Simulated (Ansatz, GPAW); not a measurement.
## A script for CaO (GLLB-SC)

These are simulated results from GPAW 26.7.0, not measurements. The cell was built from a prototype and was relaxed with r2SCAN in plane waves (Ansatz 0.2.0). Not every such cell is a known phase. All runs are without spin polarisation.

Space group P6_3/mmc (No. 194), hexagonal; a = 3.981 Å, c = 4.770 Å in the conventional setting, 16.37 Å³ an atom. Ca is surrounded by 5 O at 2.30–2.39 Å; O is surrounded by 5 Ca at 2.30–2.39 Å.

GLLB-SC is a model potential. Its fundamental gap is the Kohn-Sham gap plus a derivative discontinuity, which the script evaluates at the band edges among the listed k points. Its total energy isn't variational and serves nothing here.

The script, run.py:

```python
import json
from ase import Atoms
from gpaw import GPAW, PW, FermiDirac

atoms = Atoms(['Ca', 'Ca', 'O', 'O'],
              cell=[[3.98102687, 0.0, 0.0], [-1.99051343, 3.4476704, 0.0], [0.0, 0.0, 4.77011519]],
              scaled_positions=[[0.333333333, 0.666666667, 0.25], [0.666666667, 0.333333333, 0.75], [0.666666667, 0.333333333, 0.25], [0.333333333, 0.666666667, 0.75]],
              pbc=True)
calc = GPAW(mode=PW(400), xc='GLLBSC', kpts={'size': (6, 6, 4), 'gamma': True},
            occupations=FermiDirac(0.02), maxiter=100, legacy_gpaw=True, txt='gpaw.txt')
atoms.calc = calc
res = {'energy': atoms.get_potential_energy(force_consistent=True)}
res['electrons'] = calc.get_number_of_electrons()
res['k'] = calc.get_ibz_k_points().tolist()
res['levels'] = [calc.get_eigenvalues(kpt=i).tolist() for i in range(len(res['k']))]
points = [[0.0, 0.0, 0.0], [0.5, 0.0, 0.0], [0.333333, 0.333333, 0.0], [0.0, 0.0, 0.5], [0.5, 0.0, 0.5], [0.333333, 0.333333, 0.5]]
bands = calc.fixed_density(kpts=points, symmetry='off', nbands=round(res['electrons']) // 2 + 6, convergence={'bands': -2}, txt='bands.txt')
res['points'] = [bands.get_eigenvalues(kpt=i).tolist() for i in range(len(points))]
homo, lumo = bands.get_homo_lumo()
potential = calc.hamiltonian.xc.response.calculate_discontinuity_potential(homo, lumo)
res['discontinuity'] = bands.hamiltonian.xc.response.calculate_discontinuity(potential)
json.dump(res, open('results.json', 'w'))
print('free energy (eV):', round(res['energy'], 5))
```

Command: `python run.py`. It took 33 s on 1 thread of Arm Neoverse V2, with other jobs on the host, peak memory 0.18 GiB.

The log gpaw.txt, trimmed of paths, versions and times, then the last line on the terminal. An iter line gives the energy in eV and the logarithms of the changes of orbitals (plane waves alone) and density (c: converged):

```
___ ___ ___ _ _ _
 |   |   |_  | | | |

 | | | | | . | | | |

 |__ |  _|___|_____|  26.7.0
 |___|_|

Input parameters:
  kpts: {gamma: True,
         size: (6, 6, 4)}
  maxiter: 100
  mode: {ecut: 400.0,
         name: pw}
  occupations: {fixmagmom: False,
                name: fermi-dirac,
                width: 0.02}
  xc: GLLBSC

System changes: positions, numbers, cell, pbc, initial_charges, initial_magmoms

Initialize ...

species:
  Ca:
    name:    Calcium
    Z:       20.0
    valence: 10
    core:    10
    charge:  0.0  # [|e|]
    compensation charges:
      type: gauss
      rc: 0.37  # [Å]
      lmax: 2
    cutoffs:
      filter: 2.10  # [Å]
      core: 1.17  # [Å]
    projectors
    | kind |    occ | energy [eV] | rcut [Å] |

    |------|--------|-------------|----------|

    |   3s |  2.000 |     -47.199 |    1.175 |

    |   4s |  2.000 |      -5.401 |    1.175 |

    |   3p |  6.000 |     -27.958 |    1.154 |

    |    p |        |      -0.747 |    1.154 |

    |    d |        |       0.000 |    0.937 |

    Using partial waves for Ca as LCAO basis

  O:
    name:    Oxygen
    Z:       8.0
    valence: 6
    core:    2
    charge:  0.0  # [|e|]
    compensation charges:
      type: gauss
      rc: 0.21  # [Å]
      lmax: 2
    cutoffs:
      filter: 1.17  # [Å]
      core: 0.83  # [Å]
    projectors
    | kind |    occ | energy [eV] | rcut [Å] |

    |------|--------|-------------|----------|

    |   2s |  2.000 |     -28.986 |    0.688 |

    |   2p |  4.000 |     -13.358 |    0.598 |

    |    s |        |      -1.774 |    0.688 |

    |    p |        |      13.853 |    0.598 |

    |    d |        |       0.000 |    0.619 |

    Using partial waves for O as LCAO basis

Reference energy: -41041.329507  # eV

Spin-paired calculation

Convergence criteria:
 Maximum [total energy] change in last 3 cyles: 0.0005 eV / valence electron
 Maximum integral of absolute [dens]ity change: 0.0001 electrons / valence electron
 Maximum integral of absolute [eigenst]ate change: 4e-08 eV^2 / valence electron
 Maximum number of scf [iter]ations: 100
 (Square brackets indicate name in SCF output, whereas a 'c' in
 the SCF output indicates the quantity has converged.)

Symmetries present (total): 4

  ( 1  1  0)  ( 1  0  0)  (-1  0  0)  (-1 -1  0)
  ( 0 -1  0)  ( 0  1  0)  ( 0 -1  0)  ( 0  1  0)
  ( 0  0  1)  ( 0  0  1)  ( 0  0 -1)  ( 0  0 -1)

144 k-points: 6 x 6 x 4 Monkhorst-Pack grid + [1/12,1/12,1/8]
47 k-points in the irreducible part of the Brillouin zone
       k-points in crystal coordinates                weights
   0:     0.00000000    0.00000000    0.00000000          1/144
   1:     0.00000000    0.00000000    0.25000000          2/144
   2:     0.00000000    0.00000000    0.50000000          1/144
   3:     0.16666667   -0.33333333    0.00000000          2/144
   4:     0.16666667   -0.33333333    0.25000000          4/144
   5:     0.16666667   -0.33333333    0.50000000          2/144
   6:     0.16666667   -0.16666667   -0.25000000          4/144
   7:     0.16666667   -0.16666667    0.00000000          4/144
   8:     0.16666667   -0.16666667    0.25000000          4/144
   9:     0.16666667   -0.16666667    0.50000000          4/144
          ...
  46:     0.50000000    0.50000000    0.50000000          2/144

Wave functions: Plane wave expansion
  Cutoff energy: 400.000 eV
  Number of coefficients (min, max): 1173, 1228
  Pulay-stress correction: 0.000000 eV/Ang^3 (de/decut=0.000000)
  Using FFTW library
  ScaLapack parameters: grid=1x1, blocksize=None
  Wavefunction extrapolation:
    Improved wavefunction reuse through dual PAW basis

Occupation numbers: Fermi-Dirac:
  width: 0.0200  # eV

Eigensolver
   Davidson(niter=2)

Densities:
  Coarse grid: 20*20*24 grid
  Fine grid: 40*40*48 grid
  Total Charge: 0.000000

Density mixing:
  Method: separate
  Backend: msr1
  Linear mixing parameter: 0.05
  old densities: 10
  Width of damping distribution: 1.1
  Damping of long wavelength oscillations: 20

Hamiltonian:
  XC and Coulomb potentials evaluated on a 40*40*48 grid
  Using the GLLBSC Exchange-Correlation functional
  External potential:
    NoExternalPotential

XC parameters: GLLBSC functional being used consists of
  -----------------------------------------------------------------------
  | Weight | Module     | Description                                   |

  -----------------------------------------------------------------------
  |  1.000 | SCREENING  | GGA_X_PBE_SOL with 2 nearest neighbor stencil |

  |  1.000 | RESPONSE   | eps=0.0500 eV                                 |

  |  1.000 | XC         | GGA_C_PBE_SOL with 2 nearest neighbor stencil |

  -----------------------------------------------------------------------

Memory estimate:
  Process memory now: 111.26 MiB
  Calculator: 32.60 MiB
    Density: 4.95 MiB
      Arrays: 1.90 MiB
      Localized functions: 1.58 MiB
      Mixer: 1.46 MiB
    Hamiltonian: 1.28 MiB
      Arrays: 1.25 MiB
      XC: 0.00 MiB
      Poisson: 0.00 MiB
      vbar: 0.04 MiB
    Wavefunctions: 26.36 MiB
      Arrays psit_nG: 15.85 MiB
      Eigensolver: 0.48 MiB
      Projections: 0.67 MiB
      Projectors: 8.11 MiB
      PW-descriptor: 1.25 MiB

Total number of cores used: 1

Number of atoms: 4
Number of atomic orbitals: 18
Number of bands in calculation: 18
Number of valence electrons: 32
Bands to converge: occupied

... initialized

Initializing position-dependent things.

Density initialized from atomic densities
Creating initial wave functions:
  18 bands from LCAO basis set
Positions:
   0 Ca     0.000000    2.298447    1.192529    ( 0.0000,  0.0000,  0.0000)
   1 Ca     1.990513    1.149223    3.577586    ( 0.0000,  0.0000,  0.0000)
   2 O      1.990513    1.149223    1.192529    ( 0.0000,  0.0000,  0.0000)
   3 O      0.000000    2.298447    3.577586    ( 0.0000,  0.0000,  0.0000)

Unit cell:
           periodic     x           y           z      points  spacing
  1. axis:    yes    3.981027    0.000000    0.000000    20     0.1724
  2. axis:    yes   -1.990513    3.447670    0.000000    20     0.1724
  3. axis:    yes    0.000000    0.000000    4.770115    24     0.1988

  Lengths:   3.981027   3.981027   4.770115
  Angles:   90.000000  90.000000 120.000000

Effective grid spacing dv^(1/3) = 0.1896

iter:   1   -32.480351
iter:   2   -33.107343   -0.74  -0.91
iter:   3   -23.834117   +0.07  -0.92
iter:   4   -23.657392   -1.34  -1.03
iter:   5   -26.801191   -0.49  -1.30
iter:   6   -23.405824   -1.48  -1.14
iter:   7   -22.363047   -1.26  -1.60
iter:   8   -22.521676   -2.44  -2.09
iter:   9   -22.589049   -3.46  -2.32
iter:  10   -22.659986   -3.51  -2.56
iter:  11   -22.667072   -4.19  -3.29
iter:  12   -22.652244c  -5.06  -3.62
iter:  13   -22.658519c  -5.67  -3.76
iter:  14   -22.660533c  -5.84  -4.60c
iter:  15   -22.657777c  -6.56  -4.52c
iter:  16   -22.657088c  -7.22  -4.96c
iter:  17   -22.657395c  -8.43c -4.88c

Converged after 17 iterations.

Energy contributions relative to reference atoms: (reference = -41041.329507)

Kinetic:        +22.731472
Potential:       -9.793744
External:        +0.000000
XC:             -33.749558
Entropy (-ST):   -0.000000
Local:           -1.845565
SIC:             +0.000000
--------------------------
Free energy:    -22.657395
Extrapolated:   -22.657395

GLLBSC response reference energy: 1.14455 eV (from HOMO)

Showing only first 2 kpts
 Kpt  Band  Eigenvalues  Occupancy
  0    14      0.27797    2.00000
  0    15      1.14437    2.00000
  0    16      5.50365    0.00000
  0    17     10.41087    0.00000

  1    14      0.10352    2.00000
  1    15      0.42012    2.00000
  1    16      6.08074    0.00000
  1    17      9.08999    0.00000

Fermi level: 4.87598

Gap: 4.359 eV
Transition (v -> c):
  (s=0, k=0, n=15, [0.00, 0.00, 0.00]) -> (s=0, k=0, n=16, [0.00, 0.00, 0.00])
No difference between direct/indirect transitions

free energy (eV): -22.6574
```

The gap in the log is over the mesh alone; results.json adds the listed points. GLLB-SC gives a gap of 6.46 eV (4.359 eV Kohn-Sham over the listed points plus 2.097 eV discontinuity). On the same cell, plane-wave PBE (Ansatz, 12×12×6 k points and the special points) gives a gap of 3.21 eV and r2SCAN a gap of 3.63 eV; on shared hosts these took about 4.8 and 15 core-seconds on the 4-atom cell, against 33 for the script. Semilocal gaps usually lie below measured ones.
